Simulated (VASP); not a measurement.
# CdSe (F-43m) in VASP: notebook, part 2 of 2

VASP 6.6.1. The steps go on from the part before.

## 4. Single point, LDA

This run uses another cell than the first one, of 28.94 Å³/atom, 1.068 times its volume.

INCAR

```
SYSTEM = CdSe
  ALGO = Normal
  EDIFF = 1E-6
  ENCUT = 520
  ISIF = 2
  ISMEAR = 0
  LASPH = .True.
  LCHARG = .True.
  LELF = .True.
  LREAL = .False.
  LVHAR = .True.
  LWAVE = .False.
  NBANDS = 16
  NELM = 100
  PREC = Accurate
  SIGMA = 0.1
```

KPOINTS

```
k-points
0
Gamma
  6 6 6
  0 0 0
```

POSCAR

```
CdSe
1.0
    0.0000000000      3.0702711986      3.0702711986
    3.0702711986      0.0000000000      3.0702711986
    3.0702711986      3.0702711986      0.0000000000
Cd Se
1 1
Direct
    0.0000000000      0.0000000000      0.0000000000
    0.7500000000      0.7500000000      0.7500000000
```

Potentials or basis: VASP PAW LDA potentials, release 64 (Cd, Se).

On the command line:

```sh
$ cat potpaw_LDA.64/Cd/POTCAR potpaw_LDA.64/Se/POTCAR > POTCAR
$ mpirun -np 1 vasp_std > vasp.out
```

OUTCAR:

```text
SYSTEM = CdSe
   EDIFF = 1E-6
   ENCUT = 520
   ISIF = 2
   ISMEAR = 0
   LASPH = .True.
   LREAL = .False.
   NELM = 100
   PREC = Accurate

 ion  position               nearest neighbor table
   1  0.000  0.000  0.000-   2 2.66   2 2.66   2 2.66   2 2.66
   2  0.750  0.750  0.750-   1 2.66   1 2.66   1 2.66   1 2.66

  LATTYP: Found a face centered cubic cell.
 ALAT       =     6.1405423972

  Lattice vectors:

 A1 = (   0.0000000000,   3.0702711986,   3.0702711986)
 A2 = (   3.0702711986,   0.0000000000,   3.0702711986)
 A3 = (   3.0702711986,   3.0702711986,   0.0000000000)

Analysis of symmetry for initial positions (statically):
=====================================================================
 Subroutine PRICEL returns:
 Original cell was already a primitive cell.

 Routine SETGRP: Setting up the symmetry group for a
 face centered cubic supercell.

 Subroutine GETGRP returns: Found 24 space group operations
 (whereof 24 operations were pure point group operations)
 out of a pool of 48 trial point group operations.

The static configuration has the point symmetry T_d .

Analysis of symmetry for dynamics (positions and initial velocities):
=====================================================================
 Subroutine PRICEL returns:
 Original cell was already a primitive cell.

 Routine SETGRP: Setting up the symmetry group for a
 face centered cubic supercell.

 Subroutine GETGRP returns: Found 24 space group operations
 (whereof 24 operations were pure point group operations)
 out of a pool of 48 trial point group operations.

The dynamic configuration has the point symmetry T_d .

 Subroutine INISYM returns: Found 24 space group operations
 (whereof 24 operations are pure point group operations),
 and found     1 'primitive' translations

----------------------------------------------------------------------------------------
[... 101 lines left out ...]
   IALGO  =     38    algorithm
   IMIX   =      4    mixing-type and parameters
     AMIX     =   0.40;   BMIX     =  1.00
     AMIX_MAG =   1.60;   BMIX_MAG =  1.00
  volume/ion in A,a.u.               =      28.94       195.31
  Fermi-wavevector in a.u.,A,eV,Ry     =   1.109121  2.095935 16.737199  1.230149
  Thomas-Fermi vector in A             =   2.245657
   LORBIT       =      0    0 simple, 1 ext, 2 COOP (PROOUT), +10 PAW based schemes
   GGA     = CA    functional components
   LHFCALC =     F    Hartree Fock is set to
   AEXX    =    0.0000 exact exchange contribution
   IVDW    =     0    specifies the selected vdW correction
   LEPSILON=     F    determine dielectric tensor
   LRPA    =     F    only Hartree local field effects (RPA)
 non-spin polarized calculation
 Gauss-broadening in eV      SIGMA  =   0.10
  energy-cutoff  :      520.00
  volume of cell :       57.88
 maximum number of plane-waves:      1588
   NGX = 17   NGY = 17   NGZ = 17

 number of electron      18.0000006 magnetization

 Free energy of the ion-electron system (eV)
  ---------------------------------------------------
  ext. energy  EPLUGINS =         0.00000000
  ---------------------------------------------------
  free energy    TOTEN  =        -6.72673171 eV

  energy without entropy =       -6.72664094  energy(sigma->0) =       -6.72668633

 E-fermi :   0.7525     XC(G=0):  -9.1641

 val. band max:        0.5859997822   @ k =   0.0000   0.0000   0.0000
 cond. band min:       0.8878818281   @ k =   0.0000   0.0000   0.0000
 fundamental gap:      0.3018820459
 Fermi energy:         0.7525191683

 k-point     1 :       0.0000    0.0000    0.0000
  band No.  band energies     occupation
      1     -11.9032      2.00000
      2      -7.2736      2.00000
      3      -7.2736      2.00000
      4      -7.2736      2.00000
      5      -6.9246      2.00000
      6      -6.9246      2.00000
[... 281 lines left out ...]
      3      -7.0823      2.00000
      4      -6.9843      2.00000
      5      -6.8987      2.00000
      6      -6.5045      2.00000
[... 8 lines left out ...]
     15      13.1375      0.00000
     16      13.3795      0.00000

------------------------ aborting loop because EDIFF is reached ----------------------------------------

  FORCE on cell =-STRESS in cart. coord.  units (eV):
  Direction    XX          YY          ZZ          XY          YZ          ZX
  --------------------------------------------------------------------------------------
  -------------------------------------------------------------------------------------
  Total       -1.0417950     -1.0417950     -1.0417950      0.0000000      0.0000000      0.0000000
  in kB      -28.8358414    -28.8358414    -28.8358414      0.0000000      0.0000000      0.0000000
  external PRESSURE =     -28.8358414 kB  Pullay stress =       0.0000000 kB

 VOLUME and BASIS-vectors are now :
 -----------------------------------------------------------------------------
  energy-cutoff  :      520.00
  volume of cell :       57.88
      direct lattice vectors                 reciprocal lattice vectors
     0.000000000  3.070271199  3.070271199    -0.162852063  0.162852063  0.162852063
     3.070271199  0.000000000  3.070271199     0.162852063 -0.162852063  0.162852063
     3.070271199  3.070271199  0.000000000     0.162852063  0.162852063 -0.162852063

 POSITION                                       TOTAL-FORCE (eV/Angst)
 -----------------------------------------------------------------------------------
      0.00000      0.00000      0.00000        -0.000000     -0.000000     -0.000000
      4.60541      4.60541      4.60541         0.000000      0.000000      0.000000
 -----------------------------------------------------------------------------------
    total drift:                                0.000000      0.000000      0.000000

  FREE ENERGIE OF THE ION-ELECTRON SYSTEM (eV)
  ---------------------------------------------------
  free  energy   TOTEN  =        -6.7267317133 eV

  energy  without entropy=       -6.7266409442  energy(sigma->0) =       -6.72668633
```

OSZICAR:

```text
N       E                     dE             d eps       ncg     rms          rms(c)
DAV:   1     0.105398657014E+03    0.10540E+03   -0.86464E+03   520   0.100E+03
DAV:   2    -0.309649784396E+01   -0.10850E+03   -0.10255E+03   640   0.246E+02
DAV:   3    -0.708654556098E+01   -0.39900E+01   -0.39849E+01   576   0.491E+01
DAV:   4    -0.710396437924E+01   -0.17419E-01   -0.17418E-01   712   0.324E+00
DAV:   5    -0.710407598690E+01   -0.11161E-03   -0.11161E-03   552   0.221E-01    0.583E+00
DAV:   6    -0.675708192256E+01    0.34699E+00   -0.52564E-01   752   0.888E+00    0.465E+00
DAV:   7    -0.673040383224E+01    0.26678E-01   -0.10969E-01   600   0.232E+00    0.202E+00
DAV:   8    -0.672702340609E+01    0.33804E-02   -0.11300E-02   576   0.129E+00    0.202E-01
DAV:   9    -0.672673783759E+01    0.28557E-03   -0.12268E-03   624   0.464E-01    0.423E-02
DAV:  10    -0.672672663571E+01    0.11202E-04   -0.10965E-04   592   0.141E-01    0.358E-02
DAV:  11    -0.672673212580E+01   -0.54901E-05   -0.17427E-05   632   0.355E-02    0.138E-02
DAV:  12    -0.672673171327E+01    0.41252E-06   -0.10006E-06   416   0.137E-02
   1 F= -.67267317E+01 E0= -.67266863E+01  d E =-.907691E-04
```

stdout:

```text
POSCAR found type information on POSCAR CdSe
 POSCAR found :  2 types and       2 ions
 scaLAPACK will be used
 LDA part: xc-table for (Slater(with rela. corr.)+CA(PZ))
 , standard interpolation
 POSCAR, INCAR and KPOINTS ok, starting setup
 FFT: planning ... GRIDC
 FFT: planning ... GRID_SOFT
 FFT: planning ... GRID
 WAVECAR not read
 entering main loop
```

Wall time 4.5 s (1 thread of Intel Xeon 6975P-C (Granite Rapids), shared host); peak memory 0.15 GiB.

What came out:

| Property | Result |
| --- | --- |
| Free energy | -6.7267 eV |
| Pressure | -2.9 GPa |
| Band gap on the k mesh | 0.30 eV, direct |

## 5. Single point, LDA (cell and atoms relaxed tightly for response)

INCAR

```
SYSTEM = CdSe
PREC = Accurate ; ENCUT = 520
EDIFF = 1E-6 ; ISMEAR = 0
SIGMA = 0.01 ; LREAL = .False.
LASPH = .True. ; NELM = 100
ALGO = Normal ; ISIF = 2
LWAVE = .False. ; LCHARG = .True.
LELF = .True. ; LVHAR = .True.
NBANDS = 16
```

KPOINTS

```
Automatic mesh
0
Gamma
  10 10 10
  0 0 0
```

POSCAR

```
CdSe
1.0
    0.0000000000      3.0039002155      3.0039002155
    3.0039002155      0.0000000000      3.0039002155
    3.0039002155      3.0039002155      0.0000000000
Cd Se
1 1
Direct
    0.0000000000      0.0000000000      0.0000000000
    0.7500000000      0.7500000000      0.7500000000
```

On the command line:

```sh
$ cat potpaw_LDA.64/Cd/POTCAR potpaw_LDA.64/Se/POTCAR > POTCAR
$ mpirun -np 1 vasp_std > vasp.out
```

It took 10 s on 1 thread of Intel Xeon 6975P-C (Granite Rapids), shared host; peak memory 0.17 GiB.

It converged, with:

```
Free energy            : -6.7623 eV
Pressure               : 0.5 GPa
Band gap on the k mesh : 0.44 eV, direct
```

Levels at points of the mesh, in eV from the valence-band top:
```csv
k point,band 5,band 6,band 7,band 8,band 9,band 10,band 11,band 12,band 13,band 14
"(0.00, 0.00, 0.00)",-7.67,-7.67,0.00,0.00,0.00,0.44,5.80,5.80,5.80,9.65
"(0.50, 0.00, 0.00)",-7.64,-7.35,-4.70,-0.82,-0.82,2.24,6.32,6.32,7.30,9.90
"(0.50, 0.50, 0.00)",-7.60,-7.28,-4.33,-2.02,-2.02,2.87,3.64,9.06,10.25,10.25
```

## 6. Relaxation of cell and atoms, LDA (cell and atoms relaxed tightly for response)

INCAR

```
PREC = Accurate ; ENCUT = 600
EDIFF = 1E-6 ; ISMEAR = 0
SIGMA = 0.01 ; LREAL = False
LASPH = True ; NELM = 100
ALGO = Fast ; ISIF = 3
LWAVE = False ; LCHARG = False
GGA = CA ; IBRION = 2
NSW = 80 ; EDIFFG = -0.001
```

KPOINTS

```
regular mesh
0
Gamma
  10 10 10
```

POSCAR is that of step 5.

Potentials or basis: VASP PAW LDA potentials, release 64 (Cd, Se).

On the command line:

```sh
$ cat potpaw_LDA.64/Cd/POTCAR potpaw_LDA.64/Se/POTCAR > POTCAR
$ mpirun -np 1 vasp_std > vasp.out
```

It took 29 s on 1 thread of Intel Xeon 6975P-C (Granite Rapids), shared host; peak memory 0.21 GiB.

The run converged. Its results:

- Free energy: -6.7626 eV
- Relaxed volume: 27.31 Å³/atom
- Relaxed cell: a = 4.259 Å, b = 4.259 Å, c = 4.259 Å, α = 60.00°, β = 60.00°, γ = 60.00°
- Space group after relaxing (to 0.05 Å): F-43m (No. 216)
- Energy gained by relaxing: 0.3 meV/atom
- Ionic steps: 3
- Pressure after relaxing: 0.0 GPa
- Band gap on the k mesh: 0.42 eV, direct

The path:
```tsv
step	energy change (eV)	largest force (eV/Å)	pressure (GPa)	volume (Å³)
1	0.0000	0.0000	0.46	54.21
2	-0.0004	0.0000	-0.18	54.82
3	-0.0006	0.0000	0.00	54.62
```

Final structure:
```
Cd Se
1.0
     0.00000    3.01136    3.01136
     3.01136    0.00000    3.01136
     3.01136    3.01136    0.00000
Cd Se
1 1
Cartesian
  0.0000 0.0000 0.0000
  4.5170 4.5170 4.5170
```

Levels at points of the mesh, in eV from the valence-band top:
| k point | band 7 | band 8 | band 9 | band 10 | band 11 | band 12 |
| --- | --- | --- | --- | --- | --- | --- |
| (0.00, 0.00, 0.00) | 0.00 | 0.00 | 0.00 | 0.42 | 5.80 | 5.80 |
| (0.50, 0.00, 0.00) | -4.66 | -0.81 | -0.81 | 2.23 | 6.32 | 6.32 |
| (0.50, 0.50, 0.00) | -4.30 | -1.99 | -1.99 | 2.88 | 3.64 | 9.02 |

## 7. Summary

| task | cell | k mesh | cutoff (eV) | smearing | gap on the mesh (eV) | pressure (GPa) | relaxed volume (Å³/atom) |
| --- | --- | --- | --- | --- | --- | --- | --- |
| single point | F-43m, 27.11 Å³/atom | 10 × 10 × 10 | 520 | gaussian 0.01 eV | 0.44 | 0.5 | - |
| relaxation of cell and atoms | relaxed | 10 × 10 × 10 | 600 | gaussian 0.01 eV | 0.42 | 0.0 | 27.31 |
| single point | F-43m, 28.94 Å³/atom | 6 × 6 × 6 | 520 | gaussian 0.1 eV | 0.30 | -2.9 | - |
| single point | cell and atoms relaxed tightly for response | 10 × 10 × 10 | 520 | gaussian 0.01 eV | 0.44 | 0.5 | - |
| relaxation of cell and atoms | relaxed from: cell and atoms relaxed tightly for response | 10 × 10 × 10 | 600 | gaussian 0.01 eV | 0.42 | 0.0 | 27.31 |

Alike in all rows: level LDA; potentials or basis VASP PAW LDA potentials, release 64 (Cd, Se); no spin polarisation.

Total energies depend on the potentials used, so only differences within one code and one set of settings carry meaning.
